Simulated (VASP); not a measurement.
# Pb (Im-3m) in VASP: a series of runs

Aim: see how the results for Pb move with the level of theory and the settings. Levels: PBEsol+D3(BJ), PBEsol+D3, r2SCAN. Tasks: density of states, band structure, equation of state, elastic constants.

All numbers are computed with VASP 6.6.1; they aren't measurements. Logs are shortened: lines on timing, memory, paths and dates and some standing lists are left out, and cuts for length are marked.

### 1 Starting point

Symmetry: Im-3m, No. 229, cubic system. The conventional cell has a = 3.959 Å, b = 3.959 Å, c = 3.959 Å, α = 90.00°, β = 90.00°, γ = 90.00°. Pb (site symmetry m-3m) has 8 Pb at 3.43 Å as nearest neighbours.

This isn't the form of Pb at room conditions, which is fcc.

### 2 Density of states, PBEsol+D3(BJ)

Input file POSCAR:

```
Pb
1.0
   -1.9796595667      1.9796595667      1.9796595667
    1.9796595667     -1.9796595667      1.9796595667
    1.9796595667      1.9796595667     -1.9796595667
Pb
1
Cartesian
    0.0000000000      0.0000000000      0.0000000000
```

Input file INCAR.step1:

```
SYSTEM = Pb
ALGO = Fast
AMIX = 0.1
EDIFF = 1E-7
ENCUT = 520
GGA = PS
IMIX = 1
ISIF = 2
ISMEAR = 1
IVDW = 12
LASPH = .TRUE.
LCHARG = .TRUE.
LREAL = .FALSE.
LWAVE = .FALSE.
NELM = 60
PREC = Accurate
SIGMA = 0.1
```

Input file KPOINTS.step1:

```
k-points
0
Monkhorst
  9 9 9
  0 0 0
```

Input file INCAR.step2:

```
SYSTEM = Pb
ALGO = Fast
AMIX = 0.1
EDIFF = 1E-7
ENCUT = 520
GGA = PS
ICHARG = 11
IMIX = 1
ISIF = 2
ISMEAR = -5
IVDW = 12
LASPH = .TRUE.
LCHARG = .FALSE.
LORBIT = 10
LREAL = .FALSE.
LWAVE = .FALSE.
NEDOS = 1001
NELM = 60
PREC = Accurate
SIGMA = 0.1
```

Input file KPOINTS.step2:

```
k-points
0
G
  14 14 14
  0 0 0
```

Potentials or basis: VASP PAW PBE potentials, release 64 (Pb_d).

Launch:

```console
$ cat potpaw_PBE.64/Pb_d/POTCAR > POTCAR
$ cp INCAR.step1 INCAR
$ cp KPOINTS.step1 KPOINTS
$ mpirun -np 1 vasp_std > vasp.out
$ cp INCAR.step2 INCAR
$ cp KPOINTS.step2 KPOINTS
$ mpirun -np 1 vasp_std > vasp.out
```

OUTCAR:

```text
SYSTEM = Pb
   AMIX = 0.1
   EDIFF = 1E-7
   ENCUT = 520
   GGA = PS
   ICHARG = 11
   IMIX = 1
   ISIF = 2
   ISMEAR = -5
   IVDW = 12
   LASPH = .TRUE.
   LORBIT = 10
   LREAL = .FALSE.
   NELM = 60
   PREC = Accurate
 IVDW          = 12

 ion  position               nearest neighbor table
   1  0.000  0.000  0.000-

  LATTYP: Found a body centered cubic cell.
 ALAT       =     3.9593191334

  Lattice vectors:

 A1 = (  -1.9796595667,   1.9796595667,   1.9796595667)
 A2 = (   1.9796595667,  -1.9796595667,   1.9796595667)
 A3 = (   1.9796595667,   1.9796595667,  -1.9796595667)

Analysis of symmetry for initial positions (statically):
=====================================================================
 Subroutine PRICEL returns:
 Original cell was already a primitive cell.

 Routine SETGRP: Setting up the symmetry group for a
 body centered cubic supercell.

 Subroutine GETGRP returns: Found 48 space group operations
 (whereof 48 operations were pure point group operations)
 out of a pool of 48 trial point group operations.

The static configuration has the point symmetry O_h .

Analysis of symmetry for dynamics (positions and initial velocities):
=====================================================================
 Subroutine PRICEL returns:
 Original cell was already a primitive cell.

 Routine SETGRP: Setting up the symmetry group for a
 body centered cubic supercell.

 Subroutine GETGRP returns: Found 48 space group operations
 (whereof 48 operations were pure point group operations)
 out of a pool of 48 trial point group operations.

The dynamic configuration has the point symmetry O_h .

 Subroutine INISYM returns: Found 48 space group operations
 (whereof 48 operations are pure point group operations),
 and found     1 'primitive' translations

----------------------------------------------------------------------------------------

                                     Primitive cell

  volume of cell :      31.0336

  direct lattice vectors                    reciprocal lattice vectors
    -1.979659567  1.979659567  1.979659567     0.000000000  0.252568678  0.252568678
     1.979659567 -1.979659567  1.979659567     0.252568678  0.000000000  0.252568678
     1.979659567  1.979659567 -1.979659567     0.252568678  0.252568678  0.000000000

  length of vectors
     3.428870951  3.428870951  3.428870951     0.357186050  0.357186050  0.357186050

  position of ions in fractional coordinates (direct lattice)
     0.000000000  0.000000000  0.000000000

  ion indices of the primitive-cell ions
   primitive index   ion index
                 1           1

----------------------------------------------------------------------------------------

 KPOINTS: k-points

Automatic generation of k-mesh.
 Grid dimensions read from file:
 generate k-points for:   14   14   14

 Generating k-lattice:

  Cartesian coordinates                     Fractional coordinates (reciprocal lattice)
     0.000000000  0.018040620  0.018040620     0.071428571  0.000000000  0.000000000
     0.018040620  0.000000000  0.018040620     0.000000000  0.071428571  0.000000000
     0.018040620  0.018040620  0.000000000     0.000000000  0.000000000  0.071428571

  Length of vectors
     0.025513289  0.025513289  0.025513289

  Shift w.r.t. Gamma in fractional coordinates (k-lattice)
     0.000000000  0.000000000  0.000000000

 TETIRR: Found   3105 inequivalent tetrahedra from    16464

 Subroutine IBZKPT returns following result:
 ===========================================

 Found    104 irreducible k-points:

 Following reciprocal coordinates:
            Coordinates               Weight
  0.000000  0.000000  0.000000      1.000000
  0.071429  0.000000  0.000000     12.000000
  0.142857  0.000000  0.000000     12.000000
  0.214286  0.000000  0.000000     12.000000
  0.285714  0.000000  0.000000     12.000000
  0.357143  0.000000  0.000000     12.000000
[... 16 lines left out ...]
  0.285714  0.285714  0.000000     24.000000
  0.357143  0.285714  0.000000     24.000000
 [... further k-points ...]
   k-points           NKPTS =    104   k-points in BZ     NKDIM =    104   number of bands    NBANDS=     11
   number of dos      NEDOS =   1001   number of ions     NIONS =      1
   total plane-waves  NPLWV =  21952
   dimension x,y,z NGX =    28 NGY =   28 NGZ =   28
   dimension x,y,z NGXF=    56 NGYF=   56 NGZF=   56
   ions per type =               1
   NGX,Y,Z   is equivalent  to a cutoff of  13.58, 13.58, 13.58 a.u.
   NGXF,Y,Z  is equivalent  to a cutoff of  27.15, 27.15, 27.15 a.u.
 SYSTEM =  Pb
   PREC   = accura    normal or accurate (medium, high low for compatibility)
   ISTART =      0    job   : 0-new  1-cont  2-samecut
   ICHARG =     11    charge: 1-file 2-atom 10-const
   ISPIN  =      1    spin polarized calculation?
   LNONCOLLINEAR =      F non collinear calculations
   LSORBIT =      F    spin-orbit coupling
   LASPH  =      T    aspherical Exc in radial PAW
   ENCUT  =  520.0 eV  38.22 Ry    6.18 a.u.   6.38  6.38  6.38*2*pi/ulx,y,z
   NELM   =     60;   NELMIN=  2; NELMDL=  0     # of ELM steps
   EDIFF  = 0.1E-06   stopping-criterion for ELM
   LREAL  =      F    real-space projection
   EDIFFG = 0.1E-05   stopping-criterion for IOM
   NSW    =      0    number of steps for IOM
   IBRION =     -1    ionic relax: 0-MD 1-quasi-New 2-CG
   NFREE  =      0    steps in history (QN), initial steepest desc. (CG)
   ISIF   =      2    stress and relaxation
   ISYM   =      2    0-nonsym 1-usesym 2-fastsym
   POTIM  = 0.5000    time-step for ionic-motion
   TEBEG  =    0.0;   TEEND  =   0.0 temperature during run
   PSTRESS=    0.0 pullay stress
   NELECT =      14.0000    total number of electrons
   NUPDOWN=      -1.0000    fix difference up-down
   EMIN   =  10.00;   EMAX   =-10.00  energy-range for DOS
   EFERMI =   0.00;   METHOD = LEGACY
   ISMEAR =    -5;   SIGMA  =   0.10  broadening in eV -4-tet -1-fermi 0-gaus
   EFERMI_NEDOS =   21; number of points for ismear=-14 and -15
   IALGO  =     68    algorithm
   IMIX   =      1    mixing-type and parameters
     AMIX     =   0.10;   BMIX     =  1.00
     AMIX_MAG =   0.40;   BMIX_MAG =  1.00
  volume/ion in A,a.u.               =      31.03       209.42
  Fermi-wavevector in a.u.,A,eV,Ry     =   1.255568  2.372680 21.448927  1.576452
  Thomas-Fermi vector in A             =   2.389319
   LORBIT       =     10    0 simple, 1 ext, 2 COOP (PROOUT), +10 PAW based schemes
   GGA     = PS    functional components
   LHFCALC =     F    Hartree Fock is set to
   AEXX    =    0.0000 exact exchange contribution
   IVDW    =    12    specifies the selected vdW correction
   LEPSILON=     F    determine dielectric tensor
   LRPA    =     F    only Hartree local field effects (RPA)
 non-spin polarized calculation
 RMM-DIIS sequential band-by-band and
 Fermi weights with tetrahedron method with Bloechl corrections
  energy-cutoff  :      520.00
  volume of cell :       31.03
 maximum number of plane-waves:       887
 NGX is ok and might be reduce to    28

 number of electron      14.0000002 magnetization

 Free energy of the ion-electron system (eV)
  ---------------------------------------------------
  ext. energy  EPLUGINS =         0.00000000
  ---------------------------------------------------
  free energy    TOTEN  =        -3.95334822 eV

  energy without entropy =       -3.95334822  energy(sigma->0) =       -3.95334822

 E-fermi :   6.8528     XC(G=0): -10.2360

 val. band max:        6.7891101503   @ k =   0.2143   0.0714   0.0714
 cond. band min:       6.6600180072   @ k =   0.2857   0.2143   0.2143
 fundamental gap:     -0.1290921431
 Fermi energy:         6.8528138818

 k-point     1 :       0.0000    0.0000    0.0000
  band No.  band energies     occupation
      1     -10.1958      2.00000
      2     -10.1958      2.00000
      3     -10.1958      2.00000
      4      -9.9686      2.00000
      5      -9.9686      2.00000
      6      -4.7760      2.00000
      7      14.2745      0.00000
      8      14.2745      0.00000
      9      14.2745      0.00000
     10      17.9154      0.00000
     11      17.9786      0.00000

 k-point     2 :       0.0714    0.0000    0.0000
  band No.  band energies     occupation
      1     -10.1998      2.00000
      2     -10.1908      2.00000
      3     -10.1784      2.00000
      4      -9.9730      2.00000
      5      -9.9689      2.00000
      6      -4.6746      2.00000
      7      13.1859      0.00000
      8      13.9274      0.00000
      9      14.1408      0.00000
     10      17.1990      0.00000
     11      17.6306      0.00000

 k-point     3 :       0.1429    0.0000    0.0000
  band No.  band energies     occupation
      1     -10.2109      2.00000
      2     -10.1787      2.00000
      3     -10.1294      2.00000
      4      -9.9843      2.00000
      5      -9.9700      2.00000
      6      -4.3703      2.00000
      7      11.1209      0.00000
      8      13.1298      0.00000
      9      13.7595      0.00000
     10      16.2505      0.00000
     11      17.0984      0.00000
[... 267 lines left out ...]
 k-point    23 :       0.2857    0.2857    0.0000
  band No.  band energies     occupation
      1     -10.2299      2.00000
      2     -10.0960      2.00000
      3     -10.0210      2.00000
      4      -9.9789      2.00000
      5      -9.9128      2.00000
      6      -0.7474      2.00000
      7       4.3633      2.00000
      8       6.0200      2.08514
      9      10.9395      0.00000
     10      16.9838      0.00000
     11      17.8818      0.00000

 k-point    24 :       0.3571    0.2857    0.0000
  band No.  band energies     occupation
      1     -10.2289      2.00000
      2     -10.0781      2.00000
      3     -10.0340      2.00000
      4      -9.9637      2.00000
      5      -9.9260      2.00000
      6      -0.4811      2.00000
      7       4.3293      2.00000
      8       5.4819      2.07217
      9      10.8599      0.00000
     10      17.1079      0.00000
     11      18.4846      0.00000

 [... further k-points ...]

------------------------ aborting loop because EDIFF is reached ----------------------------------------

 Edisp (eV)   -0.43061

 E8    (eV) :    -0.3146

  FORCE on cell =-STRESS in cart. coord.  units (eV):
  Direction    XX          YY          ZZ          XY          YZ          ZX
  --------------------------------------------------------------------------------------
  -------------------------------------------------------------------------------------
  Total      -0.47169    -0.47169    -0.47169     0.00000     0.00000     0.00000
  in kB     -24.35204   -24.35204   -24.35204     0.00000     0.00000     0.00000
  external pressure =      -24.35 kB  Pullay stress =        0.00 kB

 VOLUME and BASIS-vectors are now :
 -----------------------------------------------------------------------------
  energy-cutoff  :      520.00
  volume of cell :       31.03
      direct lattice vectors                 reciprocal lattice vectors
    -1.979659567  1.979659567  1.979659567     0.000000000  0.252568678  0.252568678
     1.979659567 -1.979659567  1.979659567     0.252568678  0.000000000  0.252568678
     1.979659567  1.979659567 -1.979659567     0.252568678  0.252568678  0.000000000

 POSITION                                       TOTAL-FORCE (eV/Angst)
 -----------------------------------------------------------------------------------
      0.00000      0.00000      0.00000        -0.000000     -0.000000     -0.000000
 -----------------------------------------------------------------------------------
    total drift:                                0.000000     -0.000000     -0.000000

  FREE ENERGIE OF THE ION-ELECTRON SYSTEM (eV)
  ---------------------------------------------------
  free  energy   TOTEN  =        -4.3839535823 eV

  energy  without entropy=       -4.3839535823  energy(sigma->0) =       -4.38395358

 total charge

# of ion       s       p       d       tot
------------------------------------------
    1        1.390   0.736   9.807  11.933
```

Wall time 72 s (1 thread of Intel Xeon Platinum 8488C (Sapphire Rapids), shared host); peak memory 0.17 GiB.

What came out:

```yaml
Valence_electrons_inside_the_program's_atomic_spheres: Pb 11.93
Dispersion_energy_per_atom: -0.431 eV
```

Levels at points of the mesh, in eV from the Fermi level:
| k point | band 4 | band 5 | band 6 | band 7 | band 8 | band 9 | band 10 | band 11 |
| --- | --- | --- | --- | --- | --- | --- | --- | --- |
| (0.00, 0.00, 0.00) | -16.82 | -16.82 | -11.63 | 7.42 | 7.42 | 7.42 | 11.06 | 11.13 |
| (0.50, 0.00, 0.00) | -16.83 | -16.68 | -7.90 | -3.97 | 3.37 | 5.06 | 7.42 | 8.84 |
| (0.50, 0.50, 0.50) | -16.72 | -16.72 | -5.28 | -0.37 | -0.37 | -0.37 | 4.53 | 4.53 |

States per cell in windows of 0.5 eV (zero at the Fermi level; states under -8 eV left out):
| from (eV) | total | Pb1_p | Pb1_s | Pb1_d |
| --- | --- | --- | --- | --- |
| -8.0 | 0.47 | 0.01 | 0.32 | 0.01 |
| -7.5 | 0.28 | 0.00 | 0.20 | 0.00 |
| -7.0 | 0.09 | 0.00 | 0.06 | 0.00 |
| -6.5 | 0.05 | 0.00 | 0.04 | 0.00 |
| -6.0 | 0.02 | 0.00 | 0.02 | 0.00 |
| -5.5 | 0.00 | 0.00 | 0.00 | 0.00 |
| -5.0 | 0.00 | 0.00 | 0.00 | 0.00 |
| -4.5 | 0.00 | 0.00 | 0.00 | 0.00 |
| -4.0 | 0.05 | 0.02 | 0.00 | 0.00 |
| -3.5 | 0.18 | 0.06 | 0.01 | 0.00 |
| -3.0 | 0.33 | 0.11 | 0.01 | 0.00 |
| -2.5 | 0.37 | 0.13 | 0.02 | 0.00 |
| -2.0 | 0.26 | 0.09 | 0.02 | 0.00 |
| -1.5 | 0.24 | 0.08 | 0.02 | 0.00 |
| -1.0 | 0.27 | 0.10 | 0.02 | 0.01 |
| -0.5 | 0.28 | 0.11 | 0.01 | 0.01 |
| 0.0 | 0.32 | 0.12 | 0.01 | 0.01 |
| 0.5 | 0.32 | 0.12 | 0.01 | 0.01 |
| 1.0 | 0.30 | 0.12 | 0.01 | 0.01 |
| 1.5 | 0.33 | 0.13 | 0.01 | 0.01 |
| 2.0 | 0.31 | 0.13 | 0.01 | 0.01 |
| 2.5 | 0.35 | 0.15 | 0.01 | 0.01 |
| 3.0 | 0.32 | 0.14 | 0.01 | 0.01 |
| 3.5 | 0.34 | 0.15 | 0.01 | 0.01 |
| 4.0 | 0.39 | 0.18 | 0.01 | 0.01 |
| 4.5 | 0.55 | 0.26 | 0.01 | 0.01 |
| 5.0 | 0.29 | 0.12 | 0.00 | 0.01 |
| 5.5 | 0.19 | 0.07 | 0.00 | 0.01 |
| 6.0 | 0.17 | 0.05 | 0.00 | 0.01 |
| 6.5 | 0.14 | 0.03 | 0.00 | 0.01 |
| 7.0 | 0.13 | 0.02 | 0.00 | 0.02 |
| 7.5 | 0.17 | 0.01 | 0.00 | 0.02 |

Caveat: the PAW data sets were made with another functional, which shifts forces and pressure a little; pairwise dispersion overbinds metals, which lowers pressure and volume; tetrahedron occupations give inexact forces and stress in metals. The run has no spin-orbit coupling, so splittings on Pb are missing.

(Part 1 of 3 ends here.)
